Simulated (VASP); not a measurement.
**InP in VASP 6.6.1, single-point calculation**

INCAR

```
EDIFF = 1E-7
ENCUT = 600
NBANDS = 16
IBRION = -1
ISMEAR = 0
NELM = 92
LWAVE = .FALSE.
PREC = Accurate
LREAL = .FALSE.
METAGGA = R2SCAN
ALGO = Normal
LASPH = .TRUE.
LCHARG = .FALSE.
NSW = 0
ISIF = 2
SIGMA = 0.01
```

KPOINTS

```
KPOINTS created by Atomic Simulation Environment
0
Gamma
8 8 8
0 0 0
```

POSCAR

```
In P
 1.0000000000000000
    -0.0000000000000000    2.9537876469139692    2.9537876469139692
     2.9537876469139692    0.0000000000000000    2.9537876469139692
     2.9537876469139692    2.9537876469139692    0.0000000000000000
 In  P
   1   1
Cartesian
  0.0000000000000000  0.0000000000000000  0.0000000000000000
  1.4768938234569844  1.4768938234569844  1.4768938234569844
```

The recommended PBE PAW datasets give the neutral cell 18 valence electrons.

Command

```
mpirun -np 1 vasp_std
```

Problem. How does this run end, and what does it give?

Solution. It converged. Results: gap between bands v and c on the k mesh 1.03 eV; least direct gap on the k mesh 1.03 eV; pressure -0.1 GPa. Band v is the last that the valence electrons fill when counted band by band, and c is the next.

OSZICAR

```
N       E                     dE             d eps       ncg     rms          rms(c)
DAV:   1     0.909518006123E+02    0.90952E+02   -0.92403E+03   928   0.140E+03
DAV:   2    -0.282743094086E+02   -0.11923E+03   -0.11462E+03  1008   0.315E+02
DAV:   3    -0.356904384361E+02   -0.74161E+01   -0.73764E+01  1256   0.765E+01
DAV:   4    -0.358993609663E+02   -0.20892E+00   -0.20888E+00  1152   0.135E+01
DAV:   5    -0.359070375428E+02   -0.76766E-02   -0.76764E-02  1432   0.214E+00    0.724E+00
DAV:   6    -0.323034754728E+02    0.36036E+01   -0.16496E+00  1192   0.282E+01    0.384E+00
DAV:   7    -0.322876429291E+02    0.15833E-01   -0.26453E-01  1176   0.391E+00    0.243E+00
DAV:   8    -0.322968271311E+02   -0.91842E-02   -0.16873E-02  1264   0.119E+00    0.107E+00
DAV:   9    -0.322983758855E+02   -0.15488E-02   -0.22926E-03  1104   0.392E-01    0.128E-01
DAV:  10    -0.322983957281E+02   -0.19843E-04   -0.34140E-04  1256   0.197E-01    0.149E-01
DAV:  11    -0.322984336482E+02   -0.37920E-04   -0.44446E-05  1160   0.685E-02    0.472E-02
DAV:  12    -0.322984255554E+02    0.80927E-05   -0.32215E-05  1208   0.749E-02    0.434E-02
DAV:  13    -0.322984251433E+02    0.41213E-06   -0.30147E-06  1184   0.117E-02    0.246E-02
DAV:  14    -0.322984252936E+02   -0.15033E-06   -0.97671E-08   896   0.406E-03    0.169E-02
DAV:  15    -0.322984255025E+02   -0.20888E-06   -0.42763E-07  1176   0.122E-02    0.894E-03
DAV:  16    -0.322984254142E+02    0.88355E-07   -0.34875E-08   624   0.247E-03
   1 F= -.32298425E+02 E0= -.32298425E+02  d E =-.394606E-43
```

For comparison, a separate r²SCAN run of the intended cell, on usual settings and not on those above, gives a gap of 1.03 eV on its mesh and a pressure of -0.1 GPa.
